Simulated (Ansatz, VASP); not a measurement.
One calculation of Pt, two programs

```
CELL_PARAMETERS angstrom
0.00000 1.98713 1.98713
1.98713 0.00000 1.98713
1.98713 1.98713 0.00000
ATOMIC_POSITIONS crystal
Pt 0.00000 0.00000 0.00000
```

Alike in both runs: functional PBE; k mesh 20 × 20 × 20; occupations fermi-dirac, width 0.15 eV; no spin polarisation.

Ansatz relaxed the structure, and its values are those at the end. VASP's run is a single point on that final structure, the one shown.

|  | VASP | Ansatz |
| --- | --- | --- |
| version | VASP 6.6.1 | Ansatz 0.2.0 |
| potentials or method | VASP PAW PBE potentials, release 64 (Pt) | scalar-relativistic, plane waves, PAW |
| plane-wave cutoff (eV) | 520 | 420 |
| valence electrons in the cell | 10 | 18 |

VASP gave:

- gap on the k mesh at the Fermi level (eV): none
- pressure (GPa): -0.5

Which values does Ansatz return?

gap on the k mesh at the Fermi level (eV): none; pressure (GPa): 0.0.

A gap of «none» marks a metal or a gap that the smearing closes. The two sets of potentials don't hold the same shells in valence.

Spin-orbit coupling is left out, which matters for the levels of Pt.
